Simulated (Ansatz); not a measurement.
# Levels at Γ against strain in GaAs

```yaml
crystal:
  lattice:
    - [0.00000, 2.82685, 2.82685]
    - [2.82685, 0.00000, 2.82685]
    - [2.82685, 2.82685, 0.00000]
  atoms:
    - { symbol: Ga, position: [0.00000, 0.00000, 0.00000] }
    - { symbol: As, position: [0.75000, 0.75000, 0.75000] }
```

Atoms are numbered in the order listed.

Conventional cell: a = 5.654 Å, b = 5.654 Å, c = 5.654 Å, α = 90.00°, β = 90.00°, γ = 90.00°. Ga (atom 1) has 4 As at 2.45 Å as nearest neighbours. As (atom 2) has 4 Ga at 2.45 Å as nearest neighbours.

The cell is COD entry 9008845, as deposited and not checked against the literature; nothing was relaxed.

Computed with DFT, PBE, all-electron LAPW, scalar-relativistic (Ansatz 0.2.0).

The runs use a Γ-centred 11×11×11 k mesh, Fermi–Dirac smearing of 0.05 eV, basis error target 0.5 meV/atom, no spin polarisation.

The strain is applied along the Cartesian axes of the cell as listed (the other components stay zero). Fractional coordinates are held (clamped ions).

Only quantities that a quadratic follows smoothly over the whole series are listed; rougher ones are left out.

```
    εzz  direct gap at Γ, from the mean of the top three filled levels (eV)  singlet less doublet of the top filled triplet at Γ (eV)
-0.0300                                                               0.746                                                     0.170
-0.0200                                                               0.671                                                     0.114
 0.0000                                                               0.521                                                     0.000
 0.0100                                                               0.446                                                    -0.057
 0.0200                                                               0.371                                                    -0.115
 0.0300                                                               0.295                                                    -0.173
```

(1) Fit the series and give the slopes at zero strain.

(2) One run, at εzz = -0.0100, is withheld. Predict its row.

Results:

(1) Least-squares fits y = p0 + p1 x + p2 x² to the rows give direct gap at Γ, from the mean of the top three filled levels (eV): p1 = -7.51, p2 = -0.67; singlet less doublet of the top filled triplet at Γ (eV): p1 = -5.72, p2 = -1.9. Without spin–orbit coupling the singlet lies 3b(εzz − εxx) above the doublet in the usual convention, so the shear deformation potential is b = -1.91 eV.

(2) The fits give 0.596, 0.057; the run gave 0.596, 0.057.
